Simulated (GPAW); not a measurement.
Crystal: CuI (Marshite).

```xyz
2
Lattice="0.0000 3.0315 3.0315 3.0315 0.0000 3.0315 3.0315 3.0315 0.0000" Properties=species:S:1:pos:R:3 pbc="T T T"
I     0.0000    0.0000    0.0000
Cu    4.5473    4.5473    4.5473
```

Program: GPAW 26.7.0. Alike in all runs: no spin polarisation; cell as given; k mesh 8 × 8 × 8; cutoff (eV) 600.

Order these runs on this cell by their pressure, lowest first.
A. level PBEsol; potentials or basis PAW data sets generated in the run's folder for this functional, pw; smearing gaussian 0.02 eV
B. level LDA; potentials or basis the program's PAW data sets (release 1.2.1) made for this functional, pw; smearing gaussian 0.02 eV
C. level RPBE; potentials or basis the program's PAW data sets (release 1.2.1) made for this functional, pw; smearing gaussian 0.1 eV
D. level r2SCAN; potentials or basis GPAW PAW data sets (gpaw-data 1.2.1), pw; smearing fermi-dirac 0.05 eV; band path GXWKGLUWLK,UX; band points 100

B (-3.9 GPa), A (-1.9 GPa), D (-0.3 GPa), C (3.0 GPa).

Caveats: the PAW data sets were made with another functional, which shifts forces and pressure a little (some runs).

Not every run made on this cell is shown here.
